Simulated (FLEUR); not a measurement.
# Hf (P6_3/mmc) in FLEUR: notebook

One crystal, Hf, is run at these levels: LDA (Perdew-Zunger)+U, LDA, PW91, PBE; tasks: band structure, density of states, equation of state.

All numbers are computed with FLEUR, more than one build; they aren't measurements. Logs are shortened: lines on timing, memory, paths and dates and some standing lists are left out, and cuts for length are marked.

### Step 1. The structure

It takes space group P6_3/mmc (No. 194, hexagonal). Conventional cell: a = 3.197 Å, b = 3.197 Å, c = 5.058 Å, α = 90.00°, β = 90.00°, γ = 120.00°. Hf (site symmetry -6m2) has 12 Hf at 3.13 to 3.20 Å as nearest neighbours.

### Step 2. Band structure, LDA (Perdew-Zunger)+U, spin-orbit coupling, no magnetisation (cell strained at random at fixed volume)

Input file inp.xml:

```xml
<?xml version="1.0" encoding="UTF-8" standalone="no"?>
<fleurInput fleurInputVersion="0.39">
   <comment>
      Hf                                                                                                  
   </comment>
   <calculationSetup>
      <cutoffs Kmax="3.8" Gmax="11.8" GmaxXC="11.8" numbands="all"/>
      <scfLoop itmax="100" minDistance="0.0002" maxIterBroyd="50" imix="Anderson" alpha="0.05" precondParam="0.0" spinf="2.0"/>
      <coreElectrons ctail="T" frcor="F" kcrel="0" coretail_lmax="0"/>
      <xcFunctional name="pz" relativisticCorrections="F"/>
      <magnetism jspins="1"/>
      <soc l_soc="T" theta="0.0" phi="0.0" spav="F"/>
      <expertModes spex="0" secvar="F"/>
      <geometryOptimization l_f="F" forcealpha="1.0" forcemix="BFGS" epsdisp="0.00001" epsforce="0.00001"/>
      <ldaU l_linMix="F" mixParam="0.05" spinf="1.0"/>
   </calculationSetup>
   <cell>
      <bzIntegration valenceElectrons="52.0" mode="hist" fermiSmearingEnergy="0.00183747">
         <kPointListSelection listName="default-1"/>
         <!-- k-points included here -->
         <xi:include xmlns:xi="http://www.w3.org/2001/XInclude" href="kpts.xml"> </xi:include>
      </bzIntegration>
      <!-- symmetry operations included here -->
      <xi:include xmlns:xi="http://www.w3.org/2001/XInclude" href="sym.xml"> </xi:include>
      <bulkLattice scale="1.0">
         <bravaisMatrix>
            <row-1>    5.9346433203315581    -0.0233400073649346     0.0852757810986996</row-1>
            <row-2>   -2.9875341707945009     5.3699307933389671    -0.0509451265930914</row-2>
            <row-3>    0.1349226658441908    -0.0151782802327872     9.5010213900784102</row-3>
         </bravaisMatrix>
      </bulkLattice>
   </cell>
   <atomSpecies>
      <species name="Hafnium (Hf)" element="Hf" atomicNumber="72">
         <mtSphere radius="2.66" gridPoints="879" logIncrement="0.015"/>
         <atomicCutoffs lmax="11" lnonsphr="8"/>
         <electronConfig flipSpins="F">
            <coreConfig>(1s1/2) (2s1/2) (2p1/2) (2p3/2) (3s1/2) (3p1/2) (3p3/2) (4s1/2) (3d3/2) (3d5/2) (4p1/2) (4p3/2) (4d3/2) (4d5/2)</coreConfig>
            <valenceConfig>(5s1/2) (5p1/2) (5p3/2) (6s1/2) (4f5/2) (4f7/2) (5d3/2) (5d5/2)</valenceConfig>
            <stateOccupation state="(5d3/2)" spinUp="0.400000" spinDown="0.400000"/>
            <stateOccupation state="(5d5/2)" spinUp="0.600000" spinDown="0.600000"/>
         </electronConfig>
         <energyParameters s="6" p="6" d="5" f="4"/>
         <ldaU l="2" U="5.3" J="0.5" l_amf="T"/>
         <lo type="SCLO" l="0" n="5" eDeriv="0"/>
         <lo type="SCLO" l="1" n="5" eDeriv="0"/>
         <lo type="SCLO" l="3" n="4" eDeriv="2"/>
      </species>
   </atomSpecies>
   <atomGroups>
      <atomGroup species="Hafnium (Hf)">
         <relPos label="                   1">-1.000/3.000 1.000/3.000 -1.000/4.000</relPos>
         <relPos label="                   2">1.000/3.000 -1.000/3.000 1.000/4.000</relPos>
         <force calculate="T" relaxXYZ="TTT"/>
      </atomGroup>
   </atomGroups>
   <output dos="F" band="F" slice="F">
      <checks vchk="F" cdinf="F"/>
      <bandDOS minEnergy="-.5*Htr" maxEnergy="0.5*Htr" sigma="0.015" storeEVData="T"/>
      <vacuumDOS vacdos="F" integ="F" star="F" nstars="0" locx1="0.0" locy1="0.0" locx2="0.0" locy2="0.0" nstm="0" tworkf="0.0"/>
      <unfoldingBand unfoldBand="F" supercellX="1" supercellY="1" supercellZ="1"/>
      <plotting iplot="0" polar="F">
         <plot TwoD="T" vec1="  1.0  0.0  0.0" vec2="  0.0  1.0  0.0" vec3="  0.0  0.0  1.0" zero="  0.0  0.0  0.0" file="plot"/>
      </plotting>
      <chargeDensitySlicing numkpt="0" minEigenval="0.0" maxEigenval="0.0" nnne="0" pallst="F"/>
      <specialOutput eonly="F"/>
      <magneticCircularDichroism mcd="F" energyLo="-10.0" energyUp="0.0"/>
   </output>
  <!-- We include the file relax.xml here to enable relaxations (see documentation) -->
  <xi:include xmlns:xi="http://www.w3.org/2001/XInclude" href="relax.xml"> <xi:fallback/> </xi:include>
</fleurInput>
```

Input file crystal.txt:

```
Hf
&input cartesian=F /
3.1404780000  -0.0123510000  0.0451260000
-1.5809350000  2.8416450000  -0.0269590000
0.0713980000  -0.0080320000  5.0277240000
1.8897261246
1.0 1.0 1.0

2
72 0.6666666667  0.3333333333  0.7500000000
72 0.3333333333  0.6666666667  0.2500000000

&soc 0.0 0.0 /
&kpt div1=6 div2=6 div3=3 gamma=T /
```

Input file inp.xml (bands):

```
<?xml version="1.0" encoding="UTF-8" standalone="no"?>
<fleurInput fleurInputVersion="0.39">
   <comment>
      Hf                                                                                                  
   </comment>
   <calculationSetup>
      <cutoffs Kmax="3.8" Gmax="11.8" GmaxXC="11.8" numbands="all"/>
      <scfLoop itmax="100" minDistance="0.0002" maxIterBroyd="50" imix="Anderson" alpha="0.05" precondParam="0.0" spinf="2.0"/>
      <coreElectrons ctail="T" frcor="F" kcrel="0" coretail_lmax="0"/>
      <xcFunctional name="pz" relativisticCorrections="F"/>
      <magnetism jspins="1"/>
      <soc l_soc="T" theta="0.0" phi="0.0" spav="F"/>
      <expertModes spex="0" secvar="F"/>
      <geometryOptimization l_f="F" forcealpha="1.0" forcemix="BFGS" epsdisp="0.00001" epsforce="0.00001"/>
      <ldaU l_linMix="F" mixParam="0.05" spinf="1.0"/>
   </calculationSetup>
   <cell>
      <bzIntegration valenceElectrons="52.0" mode="hist" fermiSmearingEnergy="0.00183747">
         <kPointListSelection listName="path-1"/>
         <!-- k-points included here -->
         <xi:include xmlns:xi="http://www.w3.org/2001/XInclude" href="kpts.xml"> </xi:include>
      </bzIntegration>
      <!-- symmetry operations included here -->
      <xi:include xmlns:xi="http://www.w3.org/2001/XInclude" href="sym.xml"> </xi:include>
      <bulkLattice scale="1.0">
         <bravaisMatrix>
            <row-1>    5.9346433203315581    -0.0233400073649346     0.0852757810986996</row-1>
            <row-2>   -2.9875341707945009     5.3699307933389671    -0.0509451265930914</row-2>
            <row-3>    0.1349226658441908    -0.0151782802327872     9.5010213900784102</row-3>
         </bravaisMatrix>
      </bulkLattice>
   </cell>
   <atomSpecies>
      <species name="Hafnium (Hf)" element="Hf" atomicNumber="72">
         <mtSphere radius="2.66" gridPoints="879" logIncrement="0.015"/>
         <atomicCutoffs lmax="11" lnonsphr="8"/>
         <electronConfig flipSpins="F">
            <coreConfig>(1s1/2) (2s1/2) (2p1/2) (2p3/2) (3s1/2) (3p1/2) (3p3/2) (4s1/2) (3d3/2) (3d5/2) (4p1/2) (4p3/2) (4d3/2) (4d5/2)</coreConfig>
            <valenceConfig>(5s1/2) (5p1/2) (5p3/2) (6s1/2) (4f5/2) (4f7/2) (5d3/2) (5d5/2)</valenceConfig>
            <stateOccupation state="(5d3/2)" spinUp="0.400000" spinDown="0.400000"/>
            <stateOccupation state="(5d5/2)" spinUp="0.600000" spinDown="0.600000"/>
         </electronConfig>
         <energyParameters s="6" p="6" d="5" f="4"/>
         <ldaU l="2" U="5.3" J="0.5" l_amf="T"/>
         <lo type="SCLO" l="0" n="5" eDeriv="0"/>
         <lo type="SCLO" l="1" n="5" eDeriv="0"/>
         <lo type="SCLO" l="3" n="4" eDeriv="2"/>
      </species>
   </atomSpecies>
   <atomGroups>
      <atomGroup species="Hafnium (Hf)">
         <relPos label="                   1">-1.000/3.000 1.000/3.000 -1.000/4.000</relPos>
         <relPos label="                   2">1.000/3.000 -1.000/3.000 1.000/4.000</relPos>
         <force calculate="T" relaxXYZ="TTT"/>
      </atomGroup>
   </atomGroups>
   <output dos="F" band="T" slice="F">
      <checks vchk="F" cdinf="F"/>
      <bandDOS minEnergy="-.5*Htr" maxEnergy="0.5*Htr" sigma="0.015" storeEVData="T"/>
      <vacuumDOS vacdos="F" integ="F" star="F" nstars="0" locx1="0.0" locy1="0.0" locx2="0.0" locy2="0.0" nstm="0" tworkf="0.0"/>
      <unfoldingBand unfoldBand="F" supercellX="1" supercellY="1" supercellZ="1"/>
      <plotting iplot="0" polar="F">
         <plot TwoD="T" vec1="  1.0  0.0  0.0" vec2="  0.0  1.0  0.0" vec3="  0.0  0.0  1.0" zero="  0.0  0.0  0.0" file="plot"/>
      </plotting>
      <chargeDensitySlicing numkpt="0" minEigenval="0.0" maxEigenval="0.0" nnne="0" pallst="F"/>
      <specialOutput eonly="F"/>
      <magneticCircularDichroism mcd="F" energyLo="-10.0" energyUp="0.0"/>
   </output>
  <!-- We include the file relax.xml here to enable relaxations (see documentation) -->
  <xi:include xmlns:xi="http://www.w3.org/2001/XInclude" href="relax.xml"> <xi:fallback/> </xi:include>
</fleurInput>
```

Potentials or basis: all-electron, FLAPW.

Started as:

```console
inpgen -f crystal.txt -profile fastHighL
# inp.xml edited to the form shown
fleur
fleur   # second run, on inp.xml (bands)
```

The program printed:

```text
Welcome to FLEUR        (www.flapw.de)
      MaX-Release 8.1          (www.max-centre.eu)

 ========== k-point set info ==========
 Selected k-point list: default-1
 k-point list type: mesh
 6 x 6 x 3
 Number of k points: 56

 ------------Calculation Setup---------------------------
 Number of OMP-threads    :            1
 Number of basis functions:          330
 Approximate size of matrices (H+S) per k-point:         0.003 GB
 --------------------------------------------------------
 no density matrix found ... skipping LDA+U
 Reset of history
 Iteration:     1   Distance:       9.09567809 me/bohr^3
 Iteration:     2   Distance:       9.58166126 me/bohr^3
 Iteration:     3   Distance:       8.75716234 me/bohr^3
 Iteration:     4   Distance:       5.01690480 me/bohr^3
 Iteration:     5   Distance:       1.16447420 me/bohr^3
 Iteration:     6   Distance:       1.00209221 me/bohr^3
 Iteration:     7   Distance:       0.27035217 me/bohr^3
 Iteration:     8   Distance:       0.30298722 me/bohr^3
 Iteration:     9   Distance:       0.10011927 me/bohr^3
 Iteration:    10   Distance:       0.10571206 me/bohr^3
 Iteration:    11   Distance:       0.03206500 me/bohr^3
 Iteration:    12   Distance:       0.00621015 me/bohr^3
 Iteration:    13   Distance:       0.01782109 me/bohr^3
 Iteration:    14   Distance:       0.00455399 me/bohr^3
 Iteration:    15   Distance:       0.00162153 me/bohr^3
 Iteration:    16   Distance:       0.00167598 me/bohr^3
 Iteration:    17   Distance:       0.00036397 me/bohr^3
 Iteration:    18   Distance:       0.00004200 me/bohr^3

 ********************************************************************
 Run finished successfully
 Stop message:
   all done
 ********************************************************************
```

output (bands):

```text
Welcome to FLEUR        (www.flapw.de)
      MaX-Release 8.1          (www.max-centre.eu)

 ========== k-point set info ==========
 Selected k-point list: path-1
 k-point list type: path
 Number of k points: 60

 ------------Calculation Setup---------------------------
 Number of OMP-threads    :            1
 Number of basis functions:          331
 Approximate size of matrices (H+S) per k-point:         0.003 GB
 --------------------------------------------------------
 Fermi energy correction for metals:
 Fermi energy in bands.* files may not be consistent with last density.
 Please correct it manually (e.g. in band.gnu file).

 Note: Band structure data (together with different weights) is also stored in the banddos.hdf file.
       A convenient way of extracting and plotting the data from that file is by making use of the

 ********************************************************************
 Run finished successfully
 Stop message:
   Charge density postprocessing done.
 ********************************************************************
```

out.xml (last iteration):

```text
<iteration numberForCurrentRun="   18" overallNumber="   18">
         <energyParameters units="Htr">
            <atomicEP atomType="1" spin="1" branch="6s" branchLowest="-1.86" branchHighest="1.83" value="0.2667469876"/>
            <atomicEP atomType="1" spin="1" branch="6p" branchLowest="-0.65" branchHighest="2.65" value="0.4044491485"/>
            <atomicEP atomType="1" spin="1" branch="5d" branchLowest="-6.98" branchHighest="0.88" value="0.4119564626"/>
            <atomicEP atomType="1" spin="1" branch="4f" branchLowest="-9.99" branchHighest="-0.03" value="-0.0113372383"/>
            <loAtomicEP atomType="1" spin="1" branch="5s" branchLowest="-18.17" branchHighest="-1.86" value="-1.8738234580"/>
            <loAtomicEP atomType="1" spin="1" branch="5p" branchLowest="-13.28" branchHighest="-0.65" value="-0.7402059223"/>
            <loAtomicEP atomType="1" spin="1" branch="4f" branchLowest="-9.99" branchHighest="-0.03" value="-0.0388891825"/>
         </energyParameters>
         <eigenvalues>
            <eigenvaluesAt spin="1" ikpt="1" k_x="0.00000000" k_y="0.00000000" k_z="0.00000000">
                      -1.8761265149       -1.8761265149       -1.8733733975       -1.8733733975       -0.8988022085
                      -0.8988021320       -0.8887401035       -0.8887400341       -0.6525323612       -0.6525322338
                      -0.6306853586       -0.6306850382       -0.6251822207       -0.6251820652       -0.6236958246
                      -0.6236957476       -0.0756476811       -0.0756474573       -0.0755831589       -0.0755829004
                      -0.0755487169       -0.0755484683       -0.0754784920       -0.0754782040       -0.0744834923
                      -0.0744834544       -0.0744760276       -0.0744759767       -0.0119125934       -0.0119123028
[... 126 lines left out ...]
                       2.3811508358        2.3811540521        2.3976459248        2.3976493559        2.4654027037
                       2.4654053123        2.4956072587        2.4956171224        2.5242540627        2.5242596327
            </eigenvaluesAt>
         </eigenvalues>
         <bandgap value="0.0015118733" units="eV"/>
         <sumValenceSingleParticleEnergies value="-14.7208269695" units="Htr"/>
         <FermiEnergy value="0.4010685222" units="Htr"/>
         <valenceDensity>
            <mtCharges spin="1">
               <mtCharge atomType="1" total="24.1065140" s="2.3901956" p="6.1576045" d="1.5634323" f="13.9924133"/>
            </mtCharges>
[... 19 lines left out ...]
         <allElectronCharges>
            <spinDependentCharge spin="1" total="144.0109628" interstitial="3.7979367" mtSpheres="140.2130260"/>
            <totalCharge value="144.0109627939"/>
            <fixedCharges>
               <spinDependentCharge spin="1" total="144.0000000" interstitial="3.7976476" mtSpheres="140.2023524"/>
               <totalCharge value="144.0000000000"/>
            </fixedCharges>
         </allElectronCharges>
         <totalEnergy                                    value="   -30177.4245810059" units="Htr">
            <sumOfEigenvalues                            value="   -18443.8660410893">
               <coreElectrons value="-18429.1452141198"/>
               <valenceElectrons value="-14.7208269695"/>
            </sumOfEigenvalues>
            <densityCoulombPotentialIntegral value="-51393.8833632651"/>
            <densityEffectivePotentialIntegral value="-52192.4158506903"/>
            <chargeDenXCDenIntegral value="-601.6138311030"/>
            <FockExchangeEnergyValence value="0.0000000000"/>
            <FockExchangeEnergyCore value="0.0000000000"/>
            <atomTypeDependentContributions atomType="1">
               <electronNucleiInteractionDifferentMTs value="37551.1822392076"/>
               <MadelungTerm value="-76.5131315230"/>
            </atomTypeDependentContributions>
            <dftUCorrection value="-0.2764928592"/>
            <tkbTimesEntropy value="0.0008061388"/>
            <freeEnergy value="-30177.4253871447"/>
            <extrapolationTo0K value="-30177.4249840753"/>
         </totalEnergy>
         <ldaUDensityMatrix>
            <densityMatrixFor spin="1" atomType="1" uIndex="1" l="2" U="5.30000000" J="0.50000000">
               (+0.30131,+0.00000) (-0.00077,-0.00033) (-0.00272,-0.00030) (+0.00077,+0.00008) (+0.00938,-0.00290)
               (-0.00077,+0.00033) (+0.26160,+0.00000) (-0.00649,+0.00131) (-0.00547,-0.00019) (-0.00142,-0.00015)
               (-0.00272,+0.00030) (-0.00649,-0.00131) (+0.35266,+0.00000) (+0.00653,-0.00143) (-0.00159,-0.00004)
               (+0.00077,-0.00008) (-0.00547,+0.00019) (+0.00653,+0.00143) (+0.28568,+0.00000) (+0.00079,+0.00044)
               (+0.00938,+0.00290) (-0.00142,+0.00015) (-0.00159,+0.00004) (+0.00079,-0.00044) (+0.36218,+0.00000)
            </densityMatrixFor>
         </ldaUDensityMatrix>
         <ldaUDensityMatrixConvergence>
            <distance spin="1" distance="0.000001"/>
         </ldaUDensityMatrixConvergence>
         <densityConvergence units="me/bohr^3">
            <chargeDensity spin="1" distance="0.0000420040"/>
         </densityConvergence>
      </iteration>
```

Wall time 7.2 min (1 thread of Intel Xeon Platinum 8488C (Sapphire Rapids), shared host); peak memory 0.23 GiB.

What came out:

* Free energy: -821169.5781 eV
* Band gap along the path: none (metal or under the smearing width)
* Valence electrons inside the program's atomic spheres: Hf 24.11 (radii Hf 2.66 bohr)

Levels at the corners of the path, in eV from the Fermi level:
```csv
point,band 50,band 51,band 52,band 53,band 54,band 55
X,0.08,0.08,0.08,0.53,0.54,0.57
Γ,0.63,0.87,0.87,1.28,1.28,1.42
Y,-2.16,-0.90,-0.90,0.77,0.80,0.89
L,-1.05,-1.05,-1.04,1.05,1.05,1.08
Γ,0.63,0.87,0.87,1.28,1.28,1.42
Z,-2.18,-0.64,-0.64,0.43,0.45,0.96
N,-1.03,-0.94,-0.93,1.22,1.22,1.46
Γ,0.63,0.87,0.87,1.28,1.28,1.42
M,-2.18,-0.69,-0.69,0.50,0.52,0.96
R,-1.05,-0.94,-0.94,1.16,1.16,1.42
Γ,0.63,0.87,0.87,1.28,1.28,1.42
```

Core levels (eV from the Fermi level):
| atom | levels |
| --- | --- |
| 1 Hf | 1s1/2 -65141.2, 2s1/2 -11130.7, 2p1/2 -10633.5, 2p3/2 -9442.8, 3s1/2 -2531.8, 3p1/2 -2311.0, 3p3/2 -2055.9, 4s1/2 -505.4, 3d3/2 -1681.0, 3d5/2 -1625.3, 4p1/2 -415.0, 4p3/2 -356.4, 4d3/2 -207.5, 4d5/2 -196.8 |
| 2 Hf | 1s1/2 -65141.2, 2s1/2 -11130.7, 2p1/2 -10633.5, 2p3/2 -9442.8, 3s1/2 -2531.8, 3p1/2 -2311.0, 3p3/2 -2055.9, 4s1/2 -505.4, 3d3/2 -1681.0, 3d5/2 -1625.3, 4p1/2 -415.0, 4p3/2 -356.4, 4d3/2 -207.5, 4d5/2 -196.8 |

Caveat: the k mesh is coarse (spacing up to 0.42 Å⁻¹), so the values aren't converged; U without spin polarisation on a metal has little footing; the U is typed as a test and isn't derived for this compound.

(Part 1 of 4 ends here.)
